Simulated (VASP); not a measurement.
This VASP 6.6.1 run on Tb needs a look.

The input INCAR:

```
SYSTEM = Tb
  PREC = Accurate
  ENCUT = 600
  EDIFF = 1E-7
  ISMEAR = -1
  SIGMA = 0.05
  LREAL = .FALSE.
  LASPH = .TRUE.
  NELM = 100
  ALGO = Normal
  ISIF = 2
  LWAVE = .FALSE.
  LCHARG = .FALSE.
  ISPIN = 2
  MAGMOM = 6 6
  LORBIT = 11
  LMAXMIX = 6
  GGA = PE
  NBANDS = 30
  NUPDOWN = 40
```

File KPOINTS:

```
Automatic mesh
0
G
  7 7 4
  0 0 0
```

Contents of POSCAR:

```
Tb
1.0
    3.6010000000      0.0000000000      0.0000000000
   -1.8005000000      3.1185574790      0.0000000000
    0.0000000000      0.0000000000      5.6936000000
Tb
2
Direct
    0.6666666667      0.3333333333      0.7500000000
    0.3333333333      0.6666666667      0.2500000000
```

KPOINTS_OPT

```
path GMKGALHA,LM,KH
20
line-mode
reciprocal
 0.0000000000  0.0000000000  0.0000000000  G
 0.5000000000  0.0000000000  0.0000000000  M

 0.5000000000  0.0000000000  0.0000000000  M
 0.3333333333  0.3333333333  0.0000000000  K

 0.3333333333  0.3333333333  0.0000000000  K
 0.0000000000  0.0000000000  0.0000000000  G

 0.0000000000  0.0000000000  0.0000000000  G
 0.0000000000  0.0000000000  0.5000000000  A

 0.0000000000  0.0000000000  0.5000000000  A
 0.5000000000  0.0000000000  0.5000000000  L

 0.5000000000  0.0000000000  0.5000000000  L
 0.3333333333  0.3333333333  0.5000000000  H

 0.3333333333  0.3333333333  0.5000000000  H
 0.0000000000  0.0000000000  0.5000000000  A

 0.5000000000  0.0000000000  0.5000000000  L
 0.5000000000  0.0000000000  0.0000000000  M

 0.3333333333  0.3333333333  0.0000000000  K
 0.3333333333  0.3333333333  0.5000000000  H
```

Potentials or basis: VASP PAW PBE potentials, release 64 (Tb).

The run is started by

```console
$ cat potpaw_PBE.64/Tb/POTCAR > POTCAR
$ mpirun -np 1 vasp_std > vasp.out
```

OUTCAR:

```text
SYSTEM = Tb
   PREC = Accurate
   ENCUT = 600
   EDIFF = 1E-7
   ISMEAR = -1
   LREAL = .FALSE.
   LASPH = .TRUE.
   NELM = 100
   ISIF = 2
   ISPIN = 2
   LORBIT = 11
   GGA = PE
   NUPDOWN = 40

 ion  position               nearest neighbor table
   1  0.667  0.333  0.750-   2 3.53   2 3.53   2 3.53   2 3.53   2 3.53   2 3.53
   2  0.333  0.667  0.250-   1 3.53   1 3.53   1 3.53   1 3.53   1 3.53   1 3.53

  LATTYP: Found a hexagonal cell.
 ALAT       =     3.6010000000
 C/A-ratio  =     1.5811163566

  Lattice vectors:

 A1 = (   3.6010000000,   0.0000000000,   0.0000000000)
 A2 = (  -1.8005000000,   3.1185574790,   0.0000000000)
 A3 = (   0.0000000000,   0.0000000000,   5.6936000000)

[... 136 lines left out ...]
   ISPIN  =      2    spin polarized calculation?
   LNONCOLLINEAR =      F non collinear calculations
   LSORBIT =      F    spin-orbit coupling
   LASPH  =      T    aspherical Exc in radial PAW
   ENCUT  =  600.0 eV  44.10 Ry    6.64 a.u.   7.19  7.19 11.37*2*pi/ulx,y,z
   NELM   =    100;   NELMIN=  2; NELMDL= -5     # of ELM steps
   EDIFF  = 0.1E-06   stopping-criterion for ELM
   LREAL  =      F    real-space projection
   EDIFFG = 0.1E-05   stopping-criterion for IOM
   NSW    =      0    number of steps for IOM
   IBRION =     -1    ionic relax: 0-MD 1-quasi-New 2-CG
   NFREE  =      0    steps in history (QN), initial steepest desc. (CG)
   ISIF   =      2    stress and relaxation
   ISYM   =      2    0-nonsym 1-usesym 2-fastsym
   POTIM  = 0.5000    time-step for ionic-motion
   TEBEG  =    0.0;   TEEND  =   0.0 temperature during run
   PSTRESS=    0.0 pullay stress
   NELECT =      38.0000    total number of electrons
   NUPDOWN=      40.0000    fix difference up-down
   EMIN   =  10.00;   EMAX   =-10.00  energy-range for DOS
   EFERMI =   0.00;   METHOD = LEGACY
   ISMEAR =    -1;   SIGMA  =   0.05  broadening in eV -4-tet -1-fermi 0-gaus
   EFERMI_NEDOS =   21; number of points for ismear=-14 and -15
   IALGO  =     38    algorithm
   IMIX   =      4    mixing-type and parameters
     AMIX     =   0.40;   BMIX     =  1.00
     AMIX_MAG =   1.60;   BMIX_MAG =  1.00
  volume/ion in A,a.u.               =      31.97       215.74
  Fermi-wavevector in a.u.,A,eV,Ry     =   1.376411  2.601039 25.776330  1.894507
  Thomas-Fermi vector in A             =   2.501658
   LORBIT       =     11    0 simple, 1 ext, 2 COOP (PROOUT), +10 PAW based schemes
   GGA     = PE    functional components
   LHFCALC =     F    Hartree Fock is set to
   AEXX    =    0.0000 exact exchange contribution
   IVDW    =     0    specifies the selected vdW correction
   LEPSILON=     F    determine dielectric tensor
   LRPA    =     F    only Hartree local field effects (RPA)
 spin polarized calculation
  energy-cutoff  :      600.00
  volume of cell :       63.94
 maximum number of plane-waves:      2148
 NGX is ok and might be reduce to    30
   NGX = 15   NGY = 15   NGZ = 23
```

On the terminal:

```text
POSCAR found type information on POSCAR Tb
 POSCAR found :  1 types and       2 ions
 scaLAPACK will be used
 LDA part: xc-table for (Slater+PW92), standard interpolation
 POSCAR, INCAR and KPOINTS ok, starting setup
 FFT: planning ... GRIDC
 FFT: planning ... GRID_SOFT
 FFT: planning ... GRID
 WAVECAR not read
 entering main loop
```

**Question.** How did it end, and where is the flaw?

**Answer.** The run was cut off at its time limit. The input holds a flaw that was put in on purpose: moment fixed beyond the electrons at hand (ISPIN = 2; NUPDOWN = 40).
